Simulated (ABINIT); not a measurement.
# AlAs (F-43m): bands and cutoff in G0W0 with ABINIT

Aim: raise bands and screening cutoff together for AlAs (F-43m) and follow gap and time.

Method: LDA and many-body steps on it, plane waves, in ABINIT 10.8.3.

Most raw output is cut from this account.

## Step 1: Set-up

The structure is cubic, space group F-43m (No. 216). The conventional cell has a = 5.661 Å, b = 5.661 Å, c = 5.661 Å, α = 90.00°, β = 90.00°, γ = 90.00°. Nearest to Al lie 4 As at 2.45 Å. As has 4 Al at 2.45 Å nearest. Farther neighbours are not listed.

The cell and positions come from the Crystallography Open Database and are kept as given unless a step says otherwise.

## Step 2: Empty states on the mesh, 4×4×4 mesh, 1172 bands

This step: ABINIT 10.8.3; DFT, LDA, plane waves, norm-conserving pseudopotentials.

The sums over transitions need many empty states on a uniform mesh; this step solves for them.

Contents of run.abi:

```
acell 3*1.0 Angstrom
rprim 
  0.000000000000 2.830400000000 2.830400000000
  2.830400000000 0.000000000000 2.830400000000
  2.830400000000 2.830400000000 -0.000000000000
ntypat 2
znucl 13 33
natom 2
typat 1 2
xred 
  0.000000000000 0.000000000000 0.000000000000
  0.250000000000 0.250000000000 0.250000000000
pp_dirpath "pseudos"
pseudos "Al.upf, As.upf"
ecut 44
ngkpt 4 4 4
nshiftk 1
shiftk 0 0 0
kptopt 1
chksymbreak 0
irdden 1
istwfk *1
nband 1172
prtvol 0
optdriver 6
gwr_task "HDIAGO"
paral_kgb 0
occopt 1
indata_prefix "in"
outdata_prefix "out"
tmpdata_prefix "tmp"
```

The run is started by

```console
OMP_NUM_THREADS=1 mpirun -n 4 abinit run.abi > log
```

Run time: 1.7 min. Hardware: 4 MPI ranks of Arm Neoverse V2, shared host; peak memory 4.4 GiB.

Numbers from this step:

| Quantity | Value |
| --- | --- |
| gap | 1.346 eV |
| k of the valence top | 0, 0, 0 |
| k of the conduction bottom | 0.5, 0.5, 0 |
| least direct gap | 1.833 eV |
| k points computed | 8 |
| lowest point of the top converged band, above the valence top | 486.4786 eV |

On this mesh the gap is 1.346 eV.

The density comes from a self-consistent run that is not shown.

## Step 3: Screening, 4×4×4 mesh, 156 bands, screening to 149.7 eV

The RPA dielectric matrix is built and inverted for each q.

This step: RPA screening on LDA, plane waves, norm-conserving pseudopotentials.

Edit run.abi of step 2 so:

```diff
@@ -20,10 +20,11 @@
 chksymbreak 0
-irdden 1
 istwfk *1
-nband 1172
-prtvol 0
-optdriver 6
-gwr_task "HDIAGO"
-paral_kgb 0
 occopt 1
+irdwfk 1
+optdriver 3
+nband 156
+ecuteps 5.5
+inclvkb 2
+awtr 1
+symchi 1
 indata_prefix "in"
```

Wall time 33 s (4 MPI ranks); peak memory 1.1 GiB.

Numbers from this step:

- ε∞ with local fields, on this mesh, along the program's q direction: 15.77
- the same without local fields: 17.63
- plasma frequency: 28.12 eV
- plane waves in the screening matrix: 169

Local fields lower ε∞ by 11 %. On a Γ-centred mesh this coarse the value itself is usually too large, while a short band sum pulls it down.

## Step 4: 156 bands, 149.7 eV

The self-energy is evaluated for the states that the input lists, and the levels follow from it, in one-shot runs by the linearised quasiparticle equation.

This step: G0W0 on LDA, plane waves, norm-conserving pseudopotentials.

Edit run.abi of step 3 so:

```diff
@@ -23,8 +23,19 @@
 irdwfk 1
-optdriver 3
+optdriver 4
 nband 156
+gwcalctyp 0
+ecutsigx 44
+symsigma 1
+nkptgw 3
+kptgw 
+  0.0000000000 0.0000000000 0.0000000000
+  0.5000000000 0.5000000000 0.0000000000
+  0.5000000000 0.0000000000 0.0000000000
+bdgw 
+  11 17
+  12 15
+  12 16
 ecuteps 5.5
-inclvkb 2
-awtr 1
-symchi 1
+irdscr 1
+ppmodel 1
 indata_prefix "in"
```

Wall time 12 s (4 MPI ranks); peak memory 1 GiB.

Numbers from this step:

| Item | Value |
| --- | --- |
| G0W0 gap on the points computed | 1.829 eV |
| starting gap on the mesh | 1.346 eV |
| k of the valence top | 0, 0, 0 |
| k of the conduction bottom | 0.5, 0.5, 0 |
| Z at the valence top | 0.784 |
| Z at the conduction bottom | 0.802 |
| least direct G0W0 gap on the computed points | 2.656 eV |

The gap on the mesh goes from 1.35 eV to 1.83 eV, a correction of +0.48 eV.

## Step 5: Screening, 4×4×4 mesh, 241 bands, screening to 203.5 eV

This step: RPA screening on LDA, plane waves, norm-conserving pseudopotentials.

Edit run.abi of step 4 so:

```diff
@@ -23,19 +23,8 @@
 irdwfk 1
-optdriver 4
-nband 156
-gwcalctyp 0
-ecutsigx 44
-symsigma 1
-nkptgw 3
-kptgw 
-  0.0000000000 0.0000000000 0.0000000000
-  0.5000000000 0.5000000000 0.0000000000
-  0.5000000000 0.0000000000 0.0000000000
-bdgw 
-  11 17
-  12 15
-  12 16
-ecuteps 5.5
-irdscr 1
-ppmodel 1
+optdriver 3
+nband 241
+ecuteps 7.48
+inclvkb 2
+awtr 1
+symchi 1
 indata_prefix "in"
```

It took 66 s on 4 MPI ranks; peak memory 1.7 GiB.

Numbers from this step:

```yaml
eps_infinity_with_local_fields_on_this_mesh_along_the_program_s_q_direction: 15.78
the_same_without_local_fields: 17.64
plasma_frequency: 28.12 eV
plane_waves_in_the_screening_matrix: 307
```

## Step 6: 241 bands, 203.5 eV

This step: G0W0 on LDA, plane waves, norm-conserving pseudopotentials.

Edit run.abi of step 5 so:

```diff
@@ -23,8 +23,19 @@
 irdwfk 1
-optdriver 3
+optdriver 4
 nband 241
+gwcalctyp 0
+ecutsigx 44
+symsigma 1
+nkptgw 3
+kptgw 
+  0.0000000000 0.0000000000 0.0000000000
+  0.5000000000 0.5000000000 0.0000000000
+  0.5000000000 0.0000000000 0.0000000000
+bdgw 
+  11 17
+  12 15
+  12 16
 ecuteps 7.48
-inclvkb 2
-awtr 1
-symchi 1
+irdscr 1
+ppmodel 1
 indata_prefix "in"
```

The job ended after 41 s (4 MPI ranks; peak memory 1.6 GiB; 2.7 min of CPU time).

Numbers from this step:

* G0W0 gap on the points computed: 1.892 eV
* starting gap on the mesh: 1.346 eV
* k of the valence top: 0, 0, 0
* k of the conduction bottom: 0.5, 0.5, 0
* Z at the valence top: 0.784
* Z at the conduction bottom: 0.802
* least direct G0W0 gap on the computed points: 2.671 eV

Against G0W0 in ABINIT (4×4×4 mesh, 156 bands, screening to 149.7 eV, Godby-Needs plasmon pole), the gap moves by +0.063 eV.

## Step 7: Screening, 4×4×4 mesh, 360 bands, screening to 269.4 eV

This step: RPA screening on LDA, plane waves, norm-conserving pseudopotentials.

Edit run.abi of step 6 so:

```diff
@@ -23,19 +23,8 @@
 irdwfk 1
-optdriver 4
-nband 241
-gwcalctyp 0
-ecutsigx 44
-symsigma 1
-nkptgw 3
-kptgw 
-  0.0000000000 0.0000000000 0.0000000000
-  0.5000000000 0.5000000000 0.0000000000
-  0.5000000000 0.0000000000 0.0000000000
-bdgw 
-  11 17
-  12 15
-  12 16
-ecuteps 7.48
-irdscr 1
-ppmodel 1
+optdriver 3
+nband 360
+ecuteps 9.9
+inclvkb 2
+awtr 1
+symchi 1
 indata_prefix "in"
```

Elapsed: 3.4 min, on 4 MPI ranks; peak memory 3 GiB; 13 min of CPU time.

This step gave:

```
ε∞ with local fields, on this mesh, along the program's q direction : 15.78
the same without local fields                                       : 17.64
plasma frequency                                                    : 28.12 eV
plane waves in the screening matrix                                 : 459
```

## Step 8: 360 bands, 269.4 eV

This step: G0W0 on LDA, plane waves, norm-conserving pseudopotentials.

Edit run.abi of step 7 so:

```diff
@@ -23,8 +23,19 @@
 irdwfk 1
-optdriver 3
+optdriver 4
 nband 360
+gwcalctyp 0
+ecutsigx 44
+symsigma 1
+nkptgw 3
+kptgw 
+  0.0000000000 0.0000000000 0.0000000000
+  0.5000000000 0.5000000000 0.0000000000
+  0.5000000000 0.0000000000 0.0000000000
+bdgw 
+  11 17
+  12 15
+  12 16
 ecuteps 9.9
-inclvkb 2
-awtr 1
-symchi 1
+irdscr 1
+ppmodel 1
 indata_prefix "in"
```

The job ended after 2.1 min (4 MPI ranks; peak memory 3 GiB; 8.5 min of CPU time).

This step gave:

```
G0W0 gap on the points computed              : 1.928 eV
starting gap on the mesh                     : 1.346 eV
k of the valence top                         : 0, 0, 0
k of the conduction bottom                   : 0.5, 0.5, 0
least direct G0W0 gap on the computed points : 2.674 eV
```

Against G0W0 in ABINIT (4×4×4 mesh, 241 bands, screening to 203.5 eV, Godby-Needs plasmon pole), the gap moves by +0.036 eV.

## Step 9: Screening, 4×4×4 mesh, 548 bands, screening to 359.2 eV

This step: RPA screening on LDA, plane waves, norm-conserving pseudopotentials.

Edit run.abi of step 8 so:

```diff
@@ -23,19 +23,8 @@
 irdwfk 1
-optdriver 4
-nband 360
-gwcalctyp 0
-ecutsigx 44
-symsigma 1
-nkptgw 3
-kptgw 
-  0.0000000000 0.0000000000 0.0000000000
-  0.5000000000 0.5000000000 0.0000000000
-  0.5000000000 0.0000000000 0.0000000000
-bdgw 
-  11 17
-  12 15
-  12 16
-ecuteps 9.9
-irdscr 1
-ppmodel 1
+optdriver 3
+nband 548
+ecuteps 13.2
+inclvkb 2
+awtr 1
+symchi 1
 indata_prefix "in"
```

Elapsed: 8.4 min, on 4 MPI ranks; peak memory 4.2 GiB.

This step gave:

* ε∞ with local fields, on this mesh, along the program's q direction: 15.78
* the same without local fields: 17.64
* plasma frequency: 28.12 eV
* plane waves in the screening matrix: 725

## Step 10: 548 bands, 359.2 eV

This step: G0W0 on LDA, plane waves, norm-conserving pseudopotentials.

Edit run.abi of step 9 so:

```diff
@@ -23,8 +23,19 @@
 irdwfk 1
-optdriver 3
+optdriver 4
 nband 548
+gwcalctyp 0
+ecutsigx 44
+symsigma 1
+nkptgw 3
+kptgw 
+  0.0000000000 0.0000000000 0.0000000000
+  0.5000000000 0.5000000000 0.0000000000
+  0.5000000000 0.0000000000 0.0000000000
+bdgw 
+  11 17
+  12 15
+  12 16
 ecuteps 13.2
-inclvkb 2
-awtr 1
-symchi 1
+irdscr 1
+ppmodel 1
 indata_prefix "in"
```

Elapsed: 7.8 min, on 4 MPI ranks; peak memory 4.8 GiB; 31 min of CPU time.

Numbers from this step:

```yaml
g0w0_gap_on_the_points_computed: 1.955 eV
starting_gap_on_the_mesh: 1.346 eV
k_of_the_valence_top: 0, 0, 0
k_of_the_conduction_bottom: 0.5, 0.5, 0
least_direct_g0w0_gap_on_the_computed_points: 2.67 eV
```

Against G0W0 in ABINIT (4×4×4 mesh, 360 bands, screening to 269.4 eV, Godby-Needs plasmon pole), the gap moves by +0.027 eV.

## Step 11: Screening, 4×4×4 mesh, 806 bands, screening to 466.9 eV

This step: RPA screening on LDA, plane waves, norm-conserving pseudopotentials.

Edit run.abi of step 10 so:

```diff
@@ -23,19 +23,8 @@
 irdwfk 1
-optdriver 4
-nband 548
-gwcalctyp 0
-ecutsigx 44
-symsigma 1
-nkptgw 3
-kptgw 
-  0.0000000000 0.0000000000 0.0000000000
-  0.5000000000 0.5000000000 0.0000000000
-  0.5000000000 0.0000000000 0.0000000000
-bdgw 
-  11 17
-  12 15
-  12 16
-ecuteps 13.2
-irdscr 1
-ppmodel 1
+optdriver 3
+nband 806
+ecuteps 17.16
+inclvkb 2
+awtr 1
+symchi 1
 indata_prefix "in"
```

It took 22 min on 4 MPI ranks; peak memory 7.8 GiB; 87 min of CPU time.

Numbers from this step:

```
ε∞ with local fields, on this mesh, along the program's q direction : 15.78
the same without local fields                                       : 17.64
plasma frequency                                                    : 28.12 eV
plane waves in the screening matrix                                 : 1037
```

## Step 12: 806 bands, 466.9 eV

This step: G0W0 on LDA, plane waves, norm-conserving pseudopotentials.

Edit run.abi of step 11 so:

```diff
@@ -23,8 +23,19 @@
 irdwfk 1
-optdriver 3
+optdriver 4
 nband 806
+gwcalctyp 0
+ecutsigx 44
+symsigma 1
+nkptgw 3
+kptgw 
+  0.0000000000 0.0000000000 0.0000000000
+  0.5000000000 0.5000000000 0.0000000000
+  0.5000000000 0.0000000000 0.0000000000
+bdgw 
+  11 17
+  12 15
+  12 16
 ecuteps 17.16
-inclvkb 2
-awtr 1
-symchi 1
+irdscr 1
+ppmodel 1
 indata_prefix "in"
```

The job ended after 23 min (4 MPI ranks; peak memory 9.3 GiB).

Numbers from this step:

```yaml
g0w0_gap_on_the_points_computed: 1.972 eV
starting_gap_on_the_mesh: 1.346 eV
k_of_the_valence_top: 0, 0, 0
k_of_the_conduction_bottom: 0.5, 0.5, 0
least_direct_g0w0_gap_on_the_computed_points: 2.666 eV
```

Against G0W0 in ABINIT (4×4×4 mesh, 548 bands, screening to 359.2 eV, Godby-Needs plasmon pole), the gap moves by +0.017 eV.

## Step 13: The runs together

Times are wall times on 4 MPI ranks of Arm Neoverse V2, shared host, good to a factor of about two. A run's time includes the screening step that it read.

```
                run   mesh  bands  screening cutoff (eV)  DFT gap (eV)  gap on the mesh (eV)  direct (eV)  ε∞ used     time
156 bands, 149.7 eV  4×4×4    156                  149.7         1.346                 1.829        2.656    15.77     45 s
241 bands, 203.5 eV  4×4×4    241                  203.5         1.346                 1.892        2.671    15.78  1.8 min
360 bands, 269.4 eV  4×4×4    360                  269.4         1.346                 1.928        2.674    15.78  5.5 min
548 bands, 359.2 eV  4×4×4    548                  359.2         1.346                 1.955        2.670    15.78   16 min
806 bands, 466.9 eV  4×4×4    806                  466.9         1.346                 1.972        2.666    15.78   45 min
```

## Step 14: What came out

```json
{
  "156 bands, 149.7 eV": "1.829 eV",
  "241 bands, 203.5 eV": "1.892 eV",
  "360 bands, 269.4 eV": "1.928 eV",
  "548 bands, 359.2 eV": "1.955 eV",
  "806 bands, 466.9 eV": "1.972 eV",
  "known limits": "not at the basis limit; no spin-orbit coupling; coarse k mesh"
}
```

In words: From the first rung to the last the gap moves by +0.14 eV for 61 times the time. In the G0W0 runs levels were corrected at 3 k points alone, so a gap called «on the mesh» is the least over those, and an edge elsewhere would be missed. The 4×4×4 mesh is coarse for this cell, which bears on the long-range parts of exchange and screening. The many-body steps are scalar-relativistic: spin-orbit coupling is not in them.

[Paths, hosts, dates, memory and timing lines, banners, echoed tables and standing remarks are left out of the program output.]

[Logs are printed without paths, hosts, clocks, repeated set-up lines and the standing remarks that a program may print on its own settings, such as how far it seeks lower states.]

[Runs of the session that timed out or met a known fault of the program may be left out.]

[Hosts, paths, dates, database ids (printed as entryN), source tags and the programs' standing remarks are cut or masked in the printed files.]

[G0W0 gaps are taken among the corrected bands and points alone; a level outside them can change the order at an edge.]

[Where Ansatz stands beside ABINIT at settings called matched, ABINIT's density can come from a denser mesh and the files from another edition; pairs whose starting gaps differed by over 0.03 eV were left out, so agreement reads better than it is.]
